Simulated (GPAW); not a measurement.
Crystal: BN.

```xyz
2
Lattice="0.0000 1.8130 1.8130 1.8130 0.0000 1.8130 1.8130 1.8130 0.0000" Properties=species:S:1:pos:R:3 pbc="T T T"
N     2.7195    2.7195    2.7195
B     0.0000    0.0000    0.0000
```

The cell is a database's computed one.

Base run:

```yaml
Program: GPAW 26.7.0
Functional: LDA
Potentials_or_basis: PAW data sets generated in the run's folder for this functional
Cutoff: 800 eV
Basis: pw
k_mesh: 10 × 10 × 10
Occupations: fermi-dirac, width 0.05 eV
Spin: no spin polarisation
```

Its results: band gap on the k mesh 4.35 eV, indirect (least direct gap 8.65 eV); pressure -15.5 GPa.

Problem. The run is repeated on the same cell with these changes: functional from LDA to PBE. What comes out?

Solution. Band gap on the k mesh 4.46 eV, indirect (least direct gap 8.79 eV); pressure -1.6 GPa.

PBE binds less tightly than LDA, so the same cell stands under more pressure.

Caveats: so large a pressure means that the cell lies far from this level's equilibrium, or that cutoff or potentials fall short (some runs).

Not every run made on this cell is shown here.
